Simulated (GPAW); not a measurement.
**RbBr (Fm-3m): G0W0 with GPAW, start to end**

Wanted: ground state, empty states, screening and self-energy for RbBr (Fm-3m).

Program: GPAW 26.7.0. Level of theory: PBE and many-body steps on it, plane waves. Results are calculated unless marked as measured.

This is a report of a sequence of runs, with most program output left out.

The database entry behind the starting cell differs from later determinations by our own check (about 0.5 % short), so it need not match the best structure at ambient conditions.

**1. Starting point**

It takes space group Fm-3m (No. 225, cubic). Conventional cell: a = 6.854 Å, b = 6.854 Å, c = 6.854 Å, α = 90.00°, β = 90.00°, γ = 90.00°. Nearest to Rb lie 6 Br at 3.43 Å. Br has 6 Rb at 3.43 Å nearest. Farther neighbours and most contacts between anions are not listed.

The cell and positions come from the Crystallography Open Database and are kept as given unless a step says otherwise.

**2. Ground state**

This step: GPAW 26.7.0; DFT, PBE, plane waves, PAW.

The ground-state density comes first.

Input file run.py:

```python
import json
import numpy as np
from gpaw.mpi import world
from ase import Atoms
from gpaw import GPAW, PW, FermiDirac

atoms = Atoms(['Rb', 'Br'],
    cell=[[0.0000000000, 3.4270000000, 3.4270000000],
      [3.4270000000, 0.0000000000, 3.4270000000],
      [3.4270000000, 3.4270000000, 0.0000000000]],
    scaled_positions=[[0.0000000000, 0.0000000000, 0.0000000000],
      [0.5000000000, 0.5000000000, 0.5000000000]],
    pbc=(True, True, True))
calc = GPAW(mode=PW(450),
    xc='PBE',
    kpts={'size': (6, 6, 6), 'gamma': True},
    occupations=FermiDirac(0.001),
    nbands=-7,
    convergence={'density': 1e-6, 'bands': -3},
    maxiter=100,
    txt='gs.txt')
atoms.calc = calc
res = {'energy': atoms.get_potential_energy()}
kpts = calc.get_ibz_k_points()
res['kpts'] = kpts
res['eigenvalues'] = [calc.get_eigenvalues(kpt=k) for k in range(len(kpts))]
res['n_electrons'] = calc.get_number_of_electrons()
calc.write('gs.gpw')

if world.rank == 0:
    with open('result.json', 'w') as f:
        json.dump(res, f, default=lambda x: x.tolist())
```

Started as:

```
mpirun -n 4 gpaw python run.py
```

It took 6.3 s on 4 MPI ranks of Intel Xeon Platinum 8375C at 2.90GHz (Ice Lake), shared host; peak memory 0.67 GiB.

This step gave:

```yaml
total_energy: -6.047 eV
gap: 4.368 eV
k_of_the_valence_top: 0, 0, 0
k_of_the_conduction_bottom: 0, 0, 0
least_direct_gap: 4.368 eV
```

The gap is direct, at Γ.

**3. Empty states on the mesh, 4×4×4 mesh, 433 bands**

The sums over transitions need many empty states on a uniform mesh; this step solves for them.

Input file run.py:

```python
import json
import numpy as np
from gpaw.mpi import world
from gpaw import GPAW

calc = GPAW('gs.gpw').fixed_density(kpts={'size': (4, 4, 4), 'gamma': True},
    parallel={'domain': 1, 'band': 1},
    txt='nscf.txt')
calc.diagonalize_full_hamiltonian(nbands=433)
calc.write('full.gpw', mode='all')
res = {}
kpts = calc.get_ibz_k_points()
res['kpts'] = kpts
res['eigenvalues'] = [calc.get_eigenvalues(kpt=k) for k in range(len(kpts))]
res['n_electrons'] = calc.get_number_of_electrons()

if world.rank == 0:
    with open('result.json', 'w') as f:
        json.dump(res, f, default=lambda x: x.tolist())
```

Started as:

```
mpirun -n 4 gpaw python run.py
```

Run time: 16 s. Hardware: 4 MPI ranks; peak memory 1.7 GiB; 63 s of CPU time.

This step gave:

| Item | Value |
| --- | --- |
| gap | 4.368 eV |
| k of the valence top | 0, 0, 0 |
| k of the conduction bottom | 0, 0, 0 |
| least direct gap | 4.368 eV |
| k points computed | 8 |
| lowest point of the top converged band, above the valence top | 169.3262 eV |

On this mesh the gap is 4.368 eV.

**4. Screening and self-energy, 4×4×4 mesh, 423 bands, screening to 175 eV**

Now the one-shot GW correction: screening in the RPA, then the self-energy of the levels asked for.

This step: G0W0 on PBE, plane waves, PAW.

Input file run.py:

```python
import json
import numpy as np
from gpaw.mpi import world
from gpaw.response.g0w0 import G0W0

gw = G0W0('full.gpw',
    filename='gw',
    kpts=[0],
    bands=(6, 10),
    ecut=175,
    nbands=423,
    integrate_gamma='WS',
    ppa=True)
gw.calculate()
res = {mode: {k: v for k, v in r.items() if k != 'sigma_eskwn'}
       for mode, r in gw.all_results.items()}

if world.rank == 0:
    with open('result.json', 'w') as f:
        json.dump(res, f, default=lambda x: x.tolist())
```

Started as:

```
mpirun -n 4 gpaw python run.py
```

Run time: 4.6 min. Hardware: 4 MPI ranks; peak memory 1.6 GiB.

Numbers from this step:

* G0W0 gap on the points computed: 6.899 eV
* least direct G0W0 gap on the computed points: 6.899 eV
* Z at the valence top: 0.8201
* Z at the conduction bottom: 0.8753
* starting gap on the mesh: 4.368 eV
* k of the valence top: 0, 0, 0
* k of the conduction bottom: 0, 0, 0

The gap on the mesh goes from 4.37 eV to 6.90 eV, a correction of +2.53 eV.

Limits: finite bands, cutoff and mesh; no spin-orbit coupling. v1 is the top filled band, c1 the lowest empty one. The levels before and after the correction (eV, zero at the valence-band top of each column):

```
           conduction bottom  valence top
Kohn-Sham               4.37         0.00
     G0W0               6.90         0.00
```

```
             level  energy (eV)
Kohn-Sham  Γ v2-v1        0.000
Kohn-Sham     Γ c1        4.368
Kohn-Sham     Γ c2        7.285
     G0W0  Γ v2-v1        0.000
     G0W0     Γ c1        6.899
     G0W0     Γ c2       10.285
```

**5. Where the time went**

Times are wall times on 4 MPI ranks of Intel Xeon Platinum 8375C at 2.90GHz (Ice Lake), shared host, good to a factor of about two.

```
                     step     time  share  memory (GiB)
             ground state    6.3 s    2 %          0.67
 empty states on the mesh     16 s    5 %           1.7
screening and self-energy  4.6 min   92 %           1.6
```

**6. Outcome**

```yaml
pbe_gap: 4.37 eV, direct
g0w0_gap_on_the_mesh: 6.90 eV
gw_settings: 4×4×4 mesh, 423 bands, screening to 175 eV, Godby-Needs plasmon pole
known_limits: not at the basis limit; no spin-orbit coupling
```

In words: G0W0 moves the gap on the mesh from 4.37 eV to 6.90 eV (+2.53 eV), with Z of 0.82 and 0.88 at the edges. Only 1 of the mesh's irreducible points was corrected, so a valley elsewhere could overtake. The dearest step here is «screening and self-energy». Bands and cutoff are finite, so the gap is not at the basis limit. The miss can reach some tenths of an eV and take either sign; the mesh is an error of its own. These stock PAW sets were not made for GW; the filled d or f shell of Br lies in the frozen core, which bears on start and correction. In the G0W0 run levels were corrected at 1 k point alone, so a gap called «on the mesh» is the least over those, and an edge elsewhere would be missed. The many-body steps are scalar-relativistic: spin-orbit coupling is not in them.

[Paths, hosts, dates, memory and timing lines, banners, echoed tables and standing remarks are left out of the program output.]

[Logs are printed without paths, hosts, clocks, repeated set-up lines and the standing remarks that a program may print on its own settings, such as how far it seeks lower states.]

[Runs of the session that timed out or met a known fault of the program may be left out.]

[Hosts, paths, dates, database ids (printed as entryN), source tags and the programs' standing remarks are cut or masked in the printed files.]
